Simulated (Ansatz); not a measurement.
# HfO2 (Fm-3m): the cell at rest

Task: relax HfO2 (Fm-3m) tightly.

Main program and level: Ansatz 0.2.0; DFT PBEsol, scalar-relativistic, plane waves, PAW; PAW set soft_1.

Report form: the programs' logs are mostly left out.

### 1. The starting structure

The structure is cubic, space group Fm-3m (No. 225). The conventional cell has a = 5.115 Å, b = 5.115 Å, c = 5.115 Å, α = 90.00°, β = 90.00°, γ = 90.00°. Nearest to Hf lie 8 O at 2.21 Å. Nearest to O lie 4 Hf at 2.21 Å. Farther neighbours and most contacts between anions are not listed.

### 2. A coarse first look

A quick single point on a coarse mesh tells whether the cell has a gap and how far it is from rest, which sets the k mesh and smearing that follow.

Contents of input.yaml:

```yaml
crystal:
  lattice:
    - [0.0, 2.5575, 2.5575]
    - [2.5575, 0.0, 2.5575]
    - [2.5575, 2.5575, 0.0]
  atoms:
    - { symbol: Hf, position: [0.0, 0.0, 0.0] }
    - { symbol: O, position: [0.25, 0.25, 0.25] }
    - { symbol: O, position: [0.75, 0.75, 0.75] }
kpoints:
  mp_grid: { grid: [6, 6, 6] }
hamiltonian:
  xc: pbesol
  pseudopotentials: { kind: paw, azcp: { folder: soft_1 }, xc_functional: pbe }
scf:
  occupations: { method: gaussian, width: 0.1 }
output:
  forces: true
  stress: true
  eigenvalues: true
```

Run with:

```sh
ansatz run input.yaml --threads 4 --pin off --max-ram 16384MiB --backend cpu --events-out ev --progress --plain --runs-dir out
```

The job ended after 0.38 s (4 threads of Intel Xeon 6975P-C (Granite Rapids), shared host; peak memory 0.34 GiB).

A gap read on the k-mesh alone can miss the band edges.

This step gave:

- pressure: -10.09 GPa
- gap on the k-mesh: 3.591 eV
- volume per atom: 11.15 Å³
- direct gap on mesh: 3.591 eV

The coarse mesh shows a gap of 3.59 eV and a pressure of -10.1 GPa.

### 3. Coarse relaxation

A rough relaxation comes first, because large forces or stress need no tight tolerances yet.

Changes to input.yaml since step 2:

```diff
@@ -20 +20,6 @@
   eigenvalues: true
+relax:
+  adjacent_minimum: "off"
+  f_tol: 0.05
+  max_steps: 80
+  cell: { stress_tol: 0.5 }
```

Run time: 1 s. Hardware: 4 threads; peak memory 0.36 GiB; 2.6 s of CPU time.

The steps of the relaxation:

| step | energy less that of the first step (eV) | largest force component (eV/Å) | pressure (GPa) | volume (Å³) |
| --- | --- | --- | --- | --- |
| 1 | 0.0000 | 0.0000 | -10.09 | 33.46 |
| 2 | -0.0473 | 0.0000 | 2.67 | 31.81 |
| 3 | -0.0485 | 0.0000 | -0.17 | 32.14 |
| 4* | -0.0443 | 0.0000 | -0.39 | 32.14 |

Relaxation steps marked * repeat the geometry before them on a plane-wave basis chosen anew for their cell, so energy and pressure can jump there.

The run keeps the 48 symmetry operations that it works with, so distortions that break them were not tested.

| conventional cell, symmetrised | before | after | change |
| --- | --- | --- | --- |
| a (Å) | 5.115 | 5.047 | -1.3 % |
| b (Å) | 5.115 | 5.047 | -1.3 % |
| c (Å) | 5.115 | 5.047 | -1.3 % |
| volume (Å³/atom) | 11.15 | 10.71 | -3.9 % |

The relaxed structure:

```
Hf O
1.0
     0.00000    2.52352    2.52352
     2.52352    0.00000    2.52352
     2.52352    2.52352    0.00000
Hf O
1 2
Direct
  0.00000 0.00000 0.00000
  0.25000 0.25000 0.25000
  0.75000 0.75000 0.75000
```

Numbers from this step:

- pressure: -0.3897 GPa
- gap on the k-mesh: 3.684 eV
- volume per atom: 10.71 Å³
- direct gap on mesh: 3.684 eV

In this step the volume went from 11.15 to 10.71 Å³/atom.

### 4. Bringing the structure to rest

Harmonic phonons are second derivatives at a point where the forces vanish, and they are wanted at zero stress, so atoms and cell are relaxed first.

Contents of input.yaml:

```yaml
crystal:
  lattice:
    - [0.0, 2.523519732, 2.523519732]
    - [2.523519732, 0.0, 2.523519732]
    - [2.523519732, 2.523519732, 0.0]
  atoms:
    - { symbol: Hf, position: [0.0, 0.0, 0.0] }
    - { symbol: O, position: [0.25, 0.25, 0.25] }
    - { symbol: O, position: [0.75, 0.75, 0.75] }
kpoints:
  mp_grid: { grid: [8, 8, 8] }
hamiltonian:
  xc: pbesol
  pseudopotentials: { kind: paw, azcp: { folder: soft_1 }, xc_functional: pbe }
scf:
  occupations: { method: gaussian, width: 0.02 }
output:
  forces: true
  stress: true
  eigenvalues: true
  write_density: true
  write_potential: true
  elf: true
  volumetric_format: npy
relax:
  adjacent_minimum: "off"
  f_tol: 0.005
  max_steps: 80
  cell: { stress_tol: 0.05 }
```

Run time: 1.3 s. Hardware: 4 threads; peak memory 0.38 GiB.

Little changed from the start: no atom moved by 0.005 Å and no cell edge by 0.1 %.

Numbers from this step:

* pressure: -0.01139 GPa
* gap on the k-mesh: 3.688 eV
* volume per atom: 10.70 Å³
* direct gap on mesh: 3.688 eV

Valence density in the ac plane of a cell with a along [110], b along [-110] and c along [001] of the cube at fractional y = 0.000, with atoms of Hf and O within 0.2 Å of it. It is the smooth field of the valence electrons, not physical close to the nuclei.

Ten steps, logarithmic in the rise over the least value, from '0' (0 e/Å³) to '9' (47 e/Å³), each cell a mean:
```
96311111589631111158
53123321255312332125
11135542111113554211
00135642000013564200
00024431000002443100
00011210000001121000
00000000000000000000
00001100000000110000
00012321000001232100
00135541000013554100
00135642000013564200
32124431123212443112
75212211367521221136
97310001599731000159
```
Columns run along a (7.1 Å), rows up along c (5.0 Å), edges of the conventional cell, whose origin can differ from the input's. Atoms in or near the plane, at fractional coordinates: Hf at (0.00, 0.00), Hf at (0.50, 0.00), O at (0.25, 0.25), O at (0.75, 0.25), O at (0.25, 0.75), O at (0.75, 0.75).

ELF in the ac plane of a cell with a along [110], b along [-110] and c along [001] of the cube at fractional y = 0.000, with atoms of Hf and O within 0.2 Å of it. It is the smooth field of the valence electrons, not physical close to the nuclei.

Ten even steps from '0' (0.02) to '9' (0.85), each cell a mean:
```
99523433799952343379
86358874478635887447
21388796222138879622
01596587200159658720
01588897200158889720
00257764100025776410
00011110000001111000
00124432000012443200
00378885200037888520
01598787300159878730
01587587200158758720
53378895245337889524
98446752699844675269
99511113899951111389
```
Columns run along a (7.1 Å), rows up along c (5.0 Å), edges of the conventional cell, whose origin can differ from the input's. Atoms in or near the plane, at fractional coordinates: Hf at (0.00, 0.00), Hf at (0.50, 0.00), O at (0.25, 0.25), O at (0.75, 0.25), O at (0.25, 0.75), O at (0.75, 0.75).

Electrostatic potential energy in the ac plane of a cell with a along [110], b along [-110] and c along [001] of the cube at fractional y = 0.000, with atoms of Hf and O within 0.2 Å of it. With pseudopotentials it is smooth inside the atoms' cores, unlike the true potential.

Values in eV, 8 rows by 16 columns, each cell a mean:
```
-14 -13   6  12  11  11  -6 -15 -14 -13   6  12  11  11  -6 -15
  2   8   8 -18 -22  -2  11   4   2   8   8 -18 -22  -2  11   4
 17  18  14 -11 -15   5  18  17  17  18  14 -11 -15   5  18  17
 19  19  19  17  17  18  19  19  19  19  19  17  17  18  19  19
 19  19  19  14  12  18  19  19  19  19  19  14  12  18  19  19
 15  17  11 -18 -22  -1  17  16  15  17  11 -18 -22  -1  17  16
 -6   3   9 -11 -16   3   7  -4  -6   3   9 -11 -16   3   7  -4
-10 -15   4  15  16  10 -10 -14 -10 -15   4  15  16  10 -10 -14
```
Columns run along a (7.1 Å; values clipped at the 3rd and 97th percentile), rows up along c (5.0 Å), edges of the conventional cell, whose origin can differ from the input's. Atoms in or near the plane, at fractional coordinates: Hf at (0.00, 0.00), Hf at (0.50, 0.00), O at (0.25, 0.25), O at (0.75, 0.25), O at (0.25, 0.75), O at (0.75, 0.75).

In this step the volume went from 10.71 to 10.70 Å³/atom.

### 5. Tight relaxation

Phonons need a cell at rest on their own settings, so the relaxation is repeated with tight tolerances on forces and stress on the k mesh and occupations of the first response run.

input.yaml, the sections that differ from step 4:

```yaml
crystal:
  lattice:
    - [0.0, 2.5222960033, 2.5222960033]
    - [2.5222960033, 0.0, 2.5222960033]
    - [2.5222960033, 2.5222960033, 0.0]
  atoms:
    - { symbol: Hf, position: [0.0, 0.0, 0.0] }
    - { symbol: O, position: [0.25, 0.25, 0.25] }
    - { symbol: O, position: [0.75, 0.75, 0.75] }
scf:
  occupations: { method: fixed }
output:
  forces: true
  stress: true
  eigenvalues: true
relax:
  adjacent_minimum: "off"
  f_tol: 0.001
  max_steps: 60
  cell: { stress_tol: 0.01 }
# kpoints, hamiltonian: as in step 4
```

Wall time 0.93 s (4 threads); peak memory 0.38 GiB.

Little changed from the start: no atom moved by 0.005 Å and no cell edge by 0.1 %.

This step gave:

```yaml
pressure: 0.001679 GPa
```

The forces vanish by symmetry and the pressure is 0.002 GPa, within the tolerances set. The cell now holds 10.70 Å³/atom.

### 6. Summary of results

- space group after relaxation (within 0.01 Å): Fm-3m
- lattice constant a: 5.045 Å
- lattice constant b: 5.045 Å
- lattice constant c: 5.045 Å
- volume per atom: 10.7 Å³
- gap on the k-mesh: 3.69 eV

In words: The forces vanish by symmetry and the pressure is 0.002 GPa, within the tolerances set. The cell now holds 10.70 Å³/atom. The relaxation keeps the symmetry of its start, so it says nothing on stability against lower symmetry. Spin-orbit coupling is left out, which can matter for the heavy elements here. The PAW files were made for PBE and serve the other functionals too.

[Logs are printed without paths, hosts, clocks, repeated set-up lines and the standing remarks that a program may print on its own settings, such as how far it seeks lower states.]

[Hosts, paths, dates, database ids (printed as entryN), source tags and the programs' standing remarks are cut or masked in the printed files.]
